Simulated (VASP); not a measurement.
# SiC: optical spectrum of independent particles, by functional

SiC, F-43m (no. 216), 2 atoms in the cell.

| Functional | ε at zero frequency, electronic | Mean energy of the absorption, weighted by Im ε (eV) | Refractive index at 633 nm | Refractive index at 1064 nm | Direct gap on the mesh (eV) | Time (s) |
|---|---|---|---|---|---|---|
| PBE | 7.33 | 8.48 | 2.80 | 2.74 | 4.54 | 3.6 |
| LDA | 7.45 | 8.39 | 2.83 | 2.76 | 4.50 | 3.1 |
| PBEsol | 7.51 | 8.38 | 2.84 | 2.77 | 4.44 | 3.6 |
| r2SCAN | 6.62 | 9.15 | 2.65 | 2.60 | 5.06 | 21 |
| TB-mBJ | 6.07 | 9.49 | 2.52 | 2.48 | 5.53 | 17 |
| TPSS | 7.23 | 8.60 | 2.78 | 2.72 | 4.49 | 20 |

Limits: The 8×8×8 mesh is coarse for a spectrum: peaks stand apart that a denser mesh merges; the pull between electron and hole is left out; rows 1, 2, 3, 4, 6: the onset follows the functional's gap, which semilocal functionals usually make too small.

## Input of the first row

INCAR:
```
PREC = Accurate
ENCUT = 460
ISMEAR = 0
SIGMA = 0.02
EDIFF = 1E-7
LASPH = T
KPAR = 4
LWAVE = T
LCHARG = F
LOPTICS = T
ALGO = Normal
NBANDS = 20
NEDOS = 2000
CSHIFT = 0.1
GGA = PE
```

KPOINTS:
```
k-points
0
Gamma
  8 8 8
```

POSCAR:
```
SiC
1.0
    0.0000000000      2.1790000000      2.1790000000
    2.1790000000      0.0000000000      2.1790000000
    2.1790000000      2.1790000000      0.0000000000
Si C
1 1
Direct
    0.0000000000      0.0000000000      0.0000000000
    0.7500000000      0.7500000000      0.7500000000
```

Commands:
```
cat potpaw_PBE.64/Si/POTCAR potpaw_PBE.64/C/POTCAR > POTCAR
mpirun -np 4 vasp_std > vasp.out
```

Changes of the last row against the first:
```
- GGA = PE
+ METAGGA = TPSS
+ LMIXTAU = True
```

VASP 6.6.1 took 3.6 s on 4 cores (AMD EPYC 9R45 (Zen 5)), a shared host.
